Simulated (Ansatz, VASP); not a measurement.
One calculation of Sn, two programs

File INCAR:

```
SYSTEM = Sn
PREC = Accurate ; ENCUT = 520
EDIFF = 1E-6 ; ISMEAR = -1
SIGMA = 0.1 ; LREAL = .False.
LASPH = .True. ; NELM = 60
ALGO = Normal ; ISIF = 2
LWAVE = .False. ; LCHARG = .False.
GGA = PE ; NBANDS = 28
```

The input KPOINTS:

```
Automatic mesh
0
Gamma
  7 7 9
  0 0 0
```

File POSCAR:

```
Sn
1.0
    5.1278730768      0.0000000000      0.0000000000
   -2.5639365384      4.4408683519      0.0000000000
    0.0000000000      0.0000000000      3.1227233802
Sn
3
Direct
    0.0000000000      0.0000000000      0.0000000000
    0.3333333333      0.6666666667      0.5000000000
    0.6666666667      0.3333333333      0.5000000000
```

Input for Ansatz:

```yaml
crystal:
  lattice:
    - [5.1278730768, 0.0, 0.0]
    - [-2.5639365384, 4.4408683519, 0.0]
    - [0.0, 0.0, 3.1227233802]
  atoms:
    - { symbol: Sn, position: [0.0, 0.0, 0.0] }
    - { symbol: Sn, position: [0.3333333333, 0.6666666667, 0.5] }
    - { symbol: Sn, position: [0.6666666667, 0.3333333333, 0.5] }
kpoints:
  mp_grid: { grid: [7, 7, 9] }
scf:
  occupations: { method: fermi_dirac, width: 0.1 }
hamiltonian:
  xc: pbe
  pseudopotentials: { kind: all_electron, lapw: { basis_error: 0.001 } }
output:
  forces: true
  stress: true
  eigenvalues: true
  populations: true
```

Change from the starting cell: volume scaled by 0.85, LAPW.

Alike in both runs: task single point; functional PBE; k mesh 7 × 7 × 9; occupations fermi-dirac, width 0.1 eV; no spin polarisation.

```csv
,VASP,Ansatz
version,VASP 6.6.1,Ansatz 0.2.0
potentials or method,"VASP PAW PBE potentials, release 64 (Sn_d)","all-electron LAPW, scalar-relativistic"
plane-wave cutoff (eV),520,see its input
```

VASP gave:

```
pressure (GPa) : 11.1
```

**Question.** What did Ansatz give for the same quantities?

**Answer.** Pressure (GPa): 11.2.

Ansatz ran all-electron here, so the differences hold the error of VASP's frozen core and of both bases.
